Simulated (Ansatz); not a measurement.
# PbS: pressure and energy less free atoms against volume per atom

All results are calculated (Ansatz 0.2.0). Periodic Kohn-Sham DFT of a crystal at fixed atoms; pressure and stress are positive in compression; the energy is the free energy less that of spherical unpolarised free atoms; site moments are those in the method's own spheres, positive along +z.

Cell of the first row (space group Fm-3m, No. 225):
```
cell vectors (Å)
   0.0000     2.9045     2.9045
   2.9045     0.0000     2.9045
   2.9045     2.9045     0.0000
atoms (fractions of the cell vectors)
Pb  0.00000  0.00000  0.00000
S   0.50000  0.50000  0.50000
```

Settings of every row: method all-electron LAPW; functional PBE; relativity scalar; k mesh 8x8x8; filling fermi-dirac; smearing width 0.01 eV; basis error target 0.5 meV/atom; nucleus gaussian.

Atom start moment: 0 on all atoms.

Limits: no spin-orbit coupling on heavy atoms.

Limits of some rows: small gap, it may come from the mesh (row 1, 2, 3, 4, 5, 6, 7).

| row | volume per atom (Å³) | pressure (GPa) | energy less free atoms (eV/atom) |
| --- | --- | --- | --- |
| 1 | 24.502 | 6.679 | -4.3211 |
| 2 | 24.763 | 5.85 | -4.3313 |
| 3 | 25.023 | 5.062 | -4.3402 |
| 4 | 25.545 | 3.602 | -4.3542 |
| 5 | 25.805 | 2.927 | -4.3596 |
| 6 | 26.066 | 2.285 | -4.3638 |
| 7 | 26.327 | 1.676 | -4.367 |
| 8 | 26.587 | 1.097 | -4.3693 |
| 9 | 27.109 | ? | ? |
| 10 | 27.369 | -0.471 | -4.3707 |
| 11 | 27.63 | -0.942 | -4.3695 |

Question: what pressure and energy less free atoms should row 9 give?

Worked fit of pressure. Take u = (V_r/V)^(2/3) − 1 with V_r = 25.935 Å³ an atom, which is twice the finite (Eulerian) strain; such expansions in the strain, on which the Birch-Murnaghan equation of state is built, carry the rest volume and the bulk modulus. The shown rows have u = 0.03862, 0.03131, 0.02415, 0.01015, 0.00336, -0.00335, -0.00995, -0.01642, -0.03524, -0.04133. Least squares give pressure = 2.6035 + 95.772 × u + 247.38 × u² + 143 × u³ GPa; a parabola predicts inner rows, each left out in turn, worse (root mean square 0.0021 against 0.0011 GPa). The rows lie off it by 0.000, 0.001, -0.001, 0.001, -0.001, 0.000, 0.001, 0.000, 0.000, 0.000. The pressure vanishes at u = -0.0294, or V = 27.12 Å³ an atom, and there the bulk modulus at fixed shape and fractions is B = −V dP/dV = (2/3)(1 + u) dP/du = 52.8 GPa. The withheld row has u = -0.02908, so the fit gives 2.6035 + 95.772 × (-0.02908) + 247.38 × (-0.02908)² + 143 × (-0.02908)³ = 0.024 GPa.

The calculation gave 0.025 GPa. The fit lies 0.001 GPa (4 % of the value, 0.013 % of the column's range) below it, one unit of the last digit.

Worked fit of energy less free atoms. Take u = (V_r/V)^(2/3) − 1 with V_r = 25.935 Å³ an atom, which is twice the finite (Eulerian) strain; such expansions in the strain, on which the Birch-Murnaghan equation of state is built, carry the rest volume and the bulk modulus. The shown rows have u = 0.03862, 0.03131, 0.02415, 0.01015, 0.00336, -0.00335, -0.00995, -0.01642, -0.03524, -0.04133. Least squares give energy less free atoms = −4.3618 + 0.6345 × u + 10.846 × u² eV/atom; a straight line predicts inner rows, each left out in turn, worse (root mean square 0.0064 against 4.1e-05 eV/atom). The rows lie off it by 0.0000, 0.0000, 0.0000, 0.0000, -0.0001, 0.0000, 0.0000, 0.0000, 0.0000, 0.0000. Its lowest point lies at u = -0.0293, or V = 27.12 Å³ an atom, and the curvature there gives the bulk modulus at fixed shape and fractions, B = (4/9)(1 + u)² E″(u)/V = 53.7 GPa. The withheld row has u = -0.02908, so the fit gives −4.3618 + 0.6345 × (-0.02908) + 10.846 × (-0.02908)² = -4.3711 eV/atom.

The calculation gave -4.3711 eV/atom. The fit meets it to the printed digit.
